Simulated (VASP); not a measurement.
# RbBr (Fm-3m) in VASP: further runs, part 2 of 2

VASP 6.6.1. The steps go on from the part before.

## Step 4: Relaxation of the atoms, PBEsol (a relaxed cell with its volume scaled by 0.94)

INCAR

```
SYSTEM = RbBr
PREC     = Accurate       ! precision mode
ENCUT    = 600            ! plane-wave cutoff, eV
EDIFF    = 1E-7           ! SCF threshold, eV
ISMEAR   = 0              ! smearing method
SIGMA    = 0.03           ! smearing width, eV
LREAL    = .False.        ! projectors in reciprocal space
LASPH    = .True.         ! aspherical terms in the spheres
NELM     = 80             ! most SCF steps
ALGO     = Fast           ! electronic algorithm
ISIF     = 2              ! what is computed and relaxed
LWAVE    = .False.        ! write WAVECAR
LCHARG   = .False.        ! write CHGCAR
GGA      = PS             ! functional
IBRION   = 2              ! ionic algorithm
NSW      = 40             ! ionic steps
EDIFFG   = -0.01          ! ionic threshold
```

KPOINTS

```
Automatic mesh
0
Gamma
  8 8 8
  0 0 0
```

POSCAR

```
RbBr                                    
1.0
    0.0000000000      3.3561192607      3.3561192607
    3.3561192607      0.0000000000      3.3561192607
    3.3561192607      3.3561192607     -0.0000000000
  Rb              Br            
     1     1
Direct
     1.0000000000000000    0.0000000000000000    0.0000000000000000
     0.5000000000000000    0.5000000000000000    0.5000000000000000
```

The run is started by

```console
> cat potpaw_PBE.64/Rb_sv/POTCAR potpaw_PBE.64/Br/POTCAR > POTCAR
> mpirun -np 1 vasp_std > vasp.out
```

Run time: 34 s. Hardware: 1 thread of AMD EPYC 9R45 (Zen 5), shared host; peak memory 0.22 GiB.

Results (log left out):

* Free energy: -6.3414 eV
* Pressure after relaxing: 1.0 GPa
* Band gap on the k mesh: 4.36 eV, direct

Final structure:
```
Rb Br
1.0
     0.00000    3.35612    3.35612
     3.35612    0.00000    3.35612
     3.35612    3.35612    0.00000
Rb Br
1 1
Direct
  0.00000 0.00000 0.00000
  0.50000 0.50000 0.50000
```

Levels at points of the mesh, in eV from the valence-band top:
```csv
k point,band 6,band 7,band 8,band 9,band 10,band 11
"(0.00, 0.00, 0.00)",0.00,0.00,0.00,4.36,7.20,7.20
"(0.50, 0.00, 0.00)",-1.13,-0.43,-0.43,6.82,7.82,9.61
"(0.50, 0.50, 0.00)",-0.50,-0.16,-0.16,5.41,7.25,9.28
```

Caveat: the relaxation stopped at its first step, so nothing moved; the PAW data sets were made with another functional, which shifts forces and pressure a little. A k mesh can miss the band edges.

## Step 5: Relaxation of the atoms, PBEsol (a relaxed cell with its volume scaled by 0.96)

INCAR is that of step 4.

KPOINTS is that of step 4.

POSCAR

```
RbBr                                    
1.0
    0.0000000000      3.3797546821      3.3797546821
    3.3797546821      0.0000000000      3.3797546821
    3.3797546821      3.3797546821     -0.0000000000
  Rb              Br            
     1     1
Direct
     1.0000000000000000    0.0000000000000000    0.0000000000000000
     0.5000000000000000    0.5000000000000000    0.5000000000000000
```

Potentials or basis: VASP PAW PBE potentials, release 64 (Rb_sv, Br).

The run is started by

```console
> cat potpaw_PBE.64/Rb_sv/POTCAR potpaw_PBE.64/Br/POTCAR > POTCAR
> mpirun -np 1 vasp_std > vasp.out
```

OUTCAR:

```text
SYSTEM = RbBr
   PREC = Accurate
   ENCUT = 600
   EDIFF = 1E-7
   ISMEAR = 0
   LREAL = .False.
   LASPH = .True.
   NELM = 80
   ISIF = 2
   GGA = PS
   IBRION = 2
   NSW = 40
   EDIFFG = -0.01

 ion  position               nearest neighbor table
   1  0.000  0.000  0.000-   2 3.38   2 3.38   2 3.38   2 3.38   2 3.38   2 3.38
   2  0.500  0.500  0.500-   1 3.38   1 3.38   1 3.38   1 3.38   1 3.38   1 3.38

  LATTYP: Found a face centered cubic cell.
 ALAT       =     6.7595093642

  Lattice vectors:

 A1 = (   0.0000000000,   3.3797546821,   3.3797546821)
 A2 = (   3.3797546821,   0.0000000000,   3.3797546821)
 A3 = (   3.3797546821,   3.3797546821,   0.0000000000)

Analysis of symmetry for initial positions (statically):
=====================================================================
 Subroutine PRICEL returns:
 Original cell was already a primitive cell.

 Routine SETGRP: Setting up the symmetry group for a
 face centered cubic supercell.

[... 180 lines left out ...]
      2     -13.9226      2.00000
      3     -10.0474      2.00000
      4     -10.0474      2.00000
      5     -10.0474      2.00000
      6      -1.6846      2.00000
      7      -1.6846      2.00000
      8      -1.6846      2.00000
      9       2.6243      0.00000
     10       5.5159      0.00000
     11       5.5159      0.00000
     12       5.5160      0.00000
[... 331 lines left out ...]
 k-point    24 :      -0.3750    0.2500    0.1250
  band No.  band energies     occupation
      1     -25.9416      2.00000
      2     -13.9364      2.00000
      3     -10.1306      2.00000
      4     -10.1126      2.00000
      5     -10.0225      2.00000
      6      -2.5273      2.00000
      7      -2.0708      2.00000
      8      -2.0553      2.00000
      9       5.2306      0.00000
     10       5.6984      0.00000
     11       7.2753      0.00000
     12       7.3727      0.00000

 [... further k-points ...]

------------------------ aborting loop because EDIFF is reached ----------------------------------------

  FORCE on cell =-STRESS in cart. coord.  units (eV):
  Direction    XX          YY          ZZ          XY          YZ          ZX
  --------------------------------------------------------------------------------------
  -------------------------------------------------------------------------------------
  Total        0.2978018      0.2978018      0.2978018      0.0000000      0.0000000      0.0000000
  in kB        6.1794861      6.1794861      6.1794861      0.0000000      0.0000000      0.0000000
  external PRESSURE =       6.1794861 kB  Pullay stress =       0.0000000 kB

 VOLUME and BASIS-vectors are now :
 -----------------------------------------------------------------------------
  energy-cutoff  :      600.00
  volume of cell :       77.21
      direct lattice vectors                 reciprocal lattice vectors
     0.000000000  3.379754682  3.379754682    -0.147939731  0.147939731  0.147939731
     3.379754682  0.000000000  3.379754682     0.147939731 -0.147939731  0.147939731
     3.379754682  3.379754682  0.000000000     0.147939731  0.147939731 -0.147939731

 POSITION                                       TOTAL-FORCE (eV/Angst)
 -----------------------------------------------------------------------------------
      0.00000      0.00000      0.00000         0.000000     -0.000000     -0.000000
      3.37975      3.37975      3.37975         0.000000      0.000000      0.000000
 -----------------------------------------------------------------------------------
    total drift:                                0.000000     -0.000000     -0.000000

  FREE ENERGIE OF THE ION-ELECTRON SYSTEM (eV)
  ---------------------------------------------------
  free  energy   TOTEN  =        -6.3495025302 eV

  energy  without entropy=       -6.3495025302  energy(sigma->0) =       -6.34950253

 reached required accuracy - stopping structural energy minimisation
```

It took 35 s on 1 thread of AMD EPYC 9R45 (Zen 5), shared host; peak memory 0.22 GiB.

Results:

```
Free energy             : -6.3495 eV
Pressure after relaxing : 0.6 GPa
Band gap on the k mesh  : 4.31 eV, direct
```

Final structure:
```
Rb Br
1.0
     0.00000    3.37975    3.37975
     3.37975    0.00000    3.37975
     3.37975    3.37975    0.00000
Rb Br
1 1
Direct
  0.00000 0.00000 0.00000
  0.50000 0.50000 0.50000
```

Caveat: the relaxation stopped at its first step, so nothing moved; the PAW data sets were made with another functional, which shifts forces and pressure a little. A k mesh can miss the band edges.

## Step 6: Relaxation of the atoms, PBEsol (a relaxed cell with its volume scaled by 0.98)

INCAR is that of step 5.

KPOINTS is that of step 5.

POSCAR

```
RbBr                                    
1.0
    0.0000000000      3.4030640717      3.4030640717
    3.4030640717      0.0000000000      3.4030640717
    3.4030640717      3.4030640717     -0.0000000000
  Rb              Br            
     1     1
Direct
     1.0000000000000000    0.0000000000000000    0.0000000000000000
     0.5000000000000000    0.5000000000000000    0.5000000000000000
```

Potentials or basis: VASP PAW PBE potentials, release 64 (Rb_sv, Br).

The run is started by

```console
> cat potpaw_PBE.64/Rb_sv/POTCAR potpaw_PBE.64/Br/POTCAR > POTCAR
> mpirun -np 1 vasp_std > vasp.out
```

It took 34 s on 1 thread of AMD EPYC 9R45 (Zen 5), shared host; peak memory 0.22 GiB.

Results (log left out):

- Free energy: -6.3540 eV
- Pressure after relaxing: 0.3 GPa
- Band gap on the k mesh: 4.26 eV, direct

Final structure:
```cif
data_structure
_symmetry_space_group_name_H-M 'P 1'
_symmetry_Int_Tables_number 1
_cell_length_a 4.8127
_cell_length_b 4.8127
_cell_length_c 4.8127
_cell_angle_alpha 60.000
_cell_angle_beta 60.000
_cell_angle_gamma 60.000
_cell_volume 78.82
loop_
_atom_site_label
_atom_site_type_symbol
_atom_site_fract_x
_atom_site_fract_y
_atom_site_fract_z
_atom_site_occupancy
Rb1 Rb 0.00000 0.00000 0.00000 1
Br1 Br 0.50000 0.50000 0.50000 1
```

Levels at points of the mesh, in eV from the valence-band top:
| k point | band 4 | band 5 | band 6 | band 7 | band 8 | band 9 | band 10 | band 11 | band 12 |
| --- | --- | --- | --- | --- | --- | --- | --- | --- | --- |
| (0.00, 0.00, 0.00) | -8.40 | -8.40 | 0.00 | 0.00 | 0.00 | 4.26 | 7.20 | 7.20 | 7.20 |
| (0.50, 0.00, 0.00) | -8.41 | -8.35 | -1.06 | -0.38 | -0.38 | 6.72 | 7.68 | 9.51 | 9.55 |
| (0.50, 0.50, 0.00) | -8.48 | -8.48 | -0.49 | -0.16 | -0.16 | 5.47 | 7.09 | 9.16 | 9.22 |

Caveat: the relaxation stopped at its first step, so nothing moved; the PAW data sets were made with another functional, which shifts forces and pressure a little. A k mesh can miss the band edges.

## Step 7: Summary

| task | cell | gap on the mesh (eV) | pressure (GPa) |
| --- | --- | --- | --- |
| relaxation of cell and atoms | relaxed | 4.21 | 0.0 |
| relaxation of the atoms | atoms relaxed from: a relaxed cell with its volume scaled by 0.94 | 4.36 | 1.0 |
| relaxation of the atoms | atoms relaxed from: a relaxed cell with its volume scaled by 0.96 | 4.31 | 0.6 |
| relaxation of the atoms | atoms relaxed from: a relaxed cell with its volume scaled by 0.98 | 4.26 | 0.3 |

Alike in all rows: level PBEsol; potentials or basis VASP PAW PBE potentials, release 64 (Rb_sv, Br); no spin polarisation; k mesh 8 × 8 × 8; cutoff (eV) 600; smearing gaussian 0.03 eV.

Caveats: the PAW data sets were made with another functional, which shifts forces and pressure a little; the relaxation stopped at its first step, so nothing moved (some runs).

Total energies depend on the potentials used, so only differences within one code and one set of settings carry meaning.
